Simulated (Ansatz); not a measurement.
# BiOs3: the cost of one run

Method: DFT PBE, scalar-relativistic, plane waves, PAW, in Ansatz 0.2.0.

### 1 The starting structure

The structure is hexagonal, space group P6/mmm (No. 191). Conventional cell: a = 4.326 Å, b = 4.326 Å, c = 4.566 Å, α = 90.00°, β = 90.00°, γ = 120.00°. Bi (site symmetry 6/mmm) has 8 Os at 2.28 to 2.50 Å as nearest neighbours. Os (site symmetry 6/mmm) is surrounded by 2 Bi at 2.28 Å. Os (site symmetry -6m2) has 3 Bi at 2.50 Å and 3 Os at 2.50 Å as nearest neighbours.

Coordinates:

```cif
data_structure
_symmetry_space_group_name_H-M 'P 1'
_symmetry_Int_Tables_number 1
_cell_length_a 4.3261
_cell_length_b 4.3261
_cell_length_c 4.5657
_cell_angle_alpha 90.000
_cell_angle_beta 90.000
_cell_angle_gamma 120.000
_cell_volume 74.00
loop_
_atom_site_label
_atom_site_type_symbol
_atom_site_fract_x
_atom_site_fract_y
_atom_site_fract_z
_atom_site_occupancy
Bi1 Bi 0.00000 0.00000 0.00000 1
Os1 Os 0.00000 0.00000 0.50000 1
Os2 Os 0.33333 0.66667 0.00000 1
Os3 Os 0.66667 0.33333 0.00000 1
```

(A quick probe on a coarse mesh, which set the mesh and smearing, is not shown.)

### 3 Coarse relaxation

Contents of input.yaml:

```yaml
crystal:
  lattice:
    - [4.3260646192, 0.0, 0.0]
    - [-2.1630323096, 3.7464818587, 0.0]
    - [0.0, 0.0, 4.5657122852]
  atoms:
    - { symbol: Bi, position: [0.0, 0.0, 0.0] }
    - { symbol: Os, position: [0.0, 0.0, 0.5] }
    - { symbol: Os, position: [0.3333333333, 0.6666666667, 0.0] }
    - { symbol: Os, position: [0.6666666667, 0.3333333333, 0.0] }
basis:
  ecutwfc: 420
kpoints:
  mp_grid: { grid: [6, 6, 4] }
hamiltonian:
  xc: pbe
scf:
  occupations: { method: gaussian, width: 0.1 }
  lower_state_search: "off"
output:
  forces: true
  stress: true
  eigenvalues: true
relax:
  adjacent_minimum: "off"
  f_tol: 0.04
  max_steps: 70
  cell: { stress_tol: 0.4 }
```

Launch:

```bash
> ansatz run input.yaml --threads 1 --pin off --max-ram 2560MiB --backend cpu --events-out ev --progress --plain --runs-dir out
```

What time and memory should one allow on 1 thread of Intel Xeon at 2.70GHz, shared host?

About 57 s, with a peak of 0.42 GiB.
